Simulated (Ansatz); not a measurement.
# CuO: do energies and stresses tell the same story?

Method: DFT PBE, scalar-relativistic, plane waves, PAW (Ansatz 0.2.0).

Plane waves to 420 eV, a k mesh through Γ of 14×14×8 on the computed 4-atom cell and Gaussian smearing (0.10 eV); no spin polarisation.

Relaxed cell: Cccm, a = 4.164 Å, b = 4.176 Å, c = 5.151 Å, α = 90.00°, β = 90.00°, γ = 90.00°, 4 atoms in the primitive cell. This form isn't the usual stable structure of the compound.

Energies at zero smearing and pressures from the stress tensor, at volumes with shape and atoms relaxed:
```csv
V (Å³/atom),E − E(first) (meV/atom),P (GPa)
9.854,0.00,22.31
10.190,-39.29,15.47
10.525,-65.26,9.55
10.861,-79.70,4.43
11.197,-84.21,0.00
11.533,-80.16,-3.80
11.869,-68.77,-7.04
12.317,-43.95,-10.64
```

Task: Check P = −dE/dV between neighbouring volumes, and get the bulk modulus from the pressures alone.

Result: With 1 eV/Å³ = 160.2 GPa:
```
middle V (Å³/atom)  −ΔE/ΔV (GPa) mean P (GPa)
            10.022        18.739        18.892
            10.358        12.385        12.513
            10.693         6.888         6.993
            11.029         2.151         2.219
            11.365        -1.932        -1.897
            11.701        -5.432        -5.419
            12.093        -8.879        -8.841
```

The two differ by 0.15 GPa at most. The mean of two end pressures misses the average over a step by about ΔV² P″/12, up to 0.08 GPa here; with that taken off 0.07 GPa remains, from the smearing term (the stress is the derivative of the free energy), the finite cutoff, the mesh or the relaxation's tolerance. Around V = 11.197 Å³/atom, the two neighbours give B = −V ΔP/ΔV = 11.197 × 8.23 / 0.672 = 137.2 GPa, against B0 = 135.3 GPa from the Birch–Murnaghan fit of the energies.

Spin polarisation was left out, and a magnetic state may lie lower.

A ferromagnetic start lost its moments in a first run, so spin was left out; other magnetic orders weren't tried.